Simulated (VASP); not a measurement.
Set up this calculation in VASP 6.6.1, as the native input.

* Task: relaxation of cell and atoms
* Functional: RPBE
* Potentials or basis: VASP PAW PBE potentials, release 64 (In_d)
* Cutoff: 600 eV
* k mesh: 18 × 18 × 18
* Occupations: gaussian, width 0.1 eV
* Spin: no spin polarisation
* Further INCAR settings: ALGO = Normal; EDIFF = 1e-07; IBRION = 2; EDIFFG = -0.005; NSW = 90; ISIF = 3

The structure of In lies in POSCAR:

```
In
1.0
   -1.6947072700      1.6947072700      2.2973723900
    1.6947072700     -1.6947072700      2.2973723900
    1.6947072700      1.6947072700     -2.2973723900
In
1
Direct
    0.0000000000      0.0000000000      0.0000000000
```

The input as run:

INCAR

```
PREC     = Accurate       # precision mode
ENCUT    = 600            # plane-wave cutoff, eV
EDIFF    = 1E-7           # SCF threshold, eV
ISMEAR   = 0              # smearing method
SIGMA    = 0.1            # smearing width, eV
LREAL    = F              # projectors in reciprocal space
LASPH    = T              # aspherical terms in the spheres
NELM     = 60             # most SCF steps
ALGO     = Normal         # electronic algorithm
ISIF     = 3              # what is computed and relaxed
LWAVE    = F              # write WAVECAR
LCHARG   = F              # write CHGCAR
GGA      = RP             # functional
IBRION   = 2              # ionic algorithm
NSW      = 90             # ionic steps
EDIFFG   = -0.005         # ionic threshold
```

KPOINTS

```
regular mesh
0
Gamma
  18 18 18
```

Potentials or basis: VASP PAW PBE potentials, release 64 (In_d).

Launch:

```console
$ cat potpaw_PBE.64/In_d/POTCAR > POTCAR
$ mpirun -np 1 vasp_std > vasp.out
```

It gave:

| Property | Result |
| --- | --- |
| Relaxed volume | 28.75 Å³/atom |
| Relaxed cell | a = 3.438 Å, b = 3.438 Å, c = 3.438 Å, α = 119.95°, β = 119.95°, γ = 90.08° |
| Space group after relaxing (to 0.05 Å) | Fm-3m (No. 225) |
| Energy gained by relaxing | 23.5 meV/atom |
| Ionic steps | 13 |
| Pressure after relaxing | 0.0 GPa |
| Band gap on the k mesh | none (metal or under the smearing width) |

Caveat: the PAW data sets were made with another functional, which shifts forces and pressure a little.

It took 7.5 min on 1 thread of Intel(R) Xeon(R) 6975P-C (Granite Rapids), with other jobs on the host, peak memory 0.31 GiB.
